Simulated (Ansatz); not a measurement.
# MgTe (P6_3mc): G0W0 against its settings

A 4-atom cell of MgTe (P6_3mc) from a materials database, relaxed with r2SCAN; one-shot G0W0 in Ansatz without spin-orbit coupling. The values are computed, spin-unpolarised, and not measurements.

```cif
data_structure
_symmetry_space_group_name_H-M 'P6_3mc'
_symmetry_Int_Tables_number 186
_cell_length_a 4.5777
_cell_length_b 4.5777
_cell_length_c 7.4548
_cell_angle_alpha 90.000
_cell_angle_beta 90.000
_cell_angle_gamma 120.000
_cell_volume 135.29
loop_
_atom_site_label
_atom_site_type_symbol
_atom_site_symmetry_multiplicity
_atom_site_Wyckoff_symbol
_atom_site_fract_x
_atom_site_fract_y
_atom_site_fract_z
_atom_site_occupancy
Mg1 Mg 2 b 0.33333 0.66667 0.99689 1
Te1 Te 2 b 0.33333 0.66667 0.37311 1
```

Gaps are read over the mesh points alone. G0W0 values are finite-basis, finite-mesh values.

| start | potentials | frequency model | mesh | empty bands | screening cutoff (eV) | Kohn-Sham gap (eV) | G0W0 gap (eV) |
| --- | --- | --- | --- | --- | --- | --- | --- |
| PBE | PAW | contour deformation | 6×6×2 | 403 | 120 | 2.46 | 3.67 |
| PBE | PAW | contour deformation | 6×6×2 | 1002 | 220 | 2.46 | 3.70 |
| PBE | PAW | contour deformation | 6×6×2 | 1841 | 300 | 2.46 | 3.72 |
| HSE06 | PAW | contour deformation | 6×6×2 | 1002 | 220 | 3.32 | 4.13 |
| r2SCAN | PAW | contour deformation | 6×6×2 | 1002 | 220 | 3.16 | 4.05 |
| PBE0 | PAW | contour deformation | 6×6×2 | 1002 | 220 | 3.96 | 4.34 |
| PBE | PAW | Godby-Needs pole | 6×6×2 | 1002 | 220 | 2.46 | 3.74 |
| PBE | PAW | contour deformation | 6×6×4 | 219 | 80 | 2.46 | 3.61 |
| PBE | norm-conserving | contour deformation | 6×6×2 | 1002 | 220 | 2.45 | 3.66 |

The quasiparticle gap on this mesh is 3.72 eV (direct at Γ), against 2.46 eV from PBE: +1.26 eV. Renormalisation factors Z lie between 0.75 and 0.80.

Raising bands and cutoff together moves the gap by +0.03 eV (120 to 220 eV), then +0.02 eV (220 to 300 eV); the last step is small, which bounds nothing strictly. Starting from HSE06 (3.32 eV against PBE's 2.46 eV) gives 4.13 eV, +0.43 eV from G0W0@PBE at the same screening cutoff. Starting from r2SCAN (3.16 eV against PBE's 2.46 eV) gives 4.05 eV, +0.35 eV from G0W0@PBE at the same screening cutoff. Starting from PBE0 (3.96 eV against PBE's 2.46 eV) gives 4.34 eV, +0.64 eV from G0W0@PBE at the same screening cutoff. The Godby-Needs plasmon pole differs from contour deformation by +0.04 eV. Norm-conserving potentials (wave cutoff 1143 eV against 420 eV) shift the quasiparticle gap by -0.04 eV and the PBE gap by -0.01 eV. r2SCAN runs take a wave cutoff of 500 eV.

The program warns that the k mesh is coarse for exact exchange in some of these runs, so their gaps aren't converged.
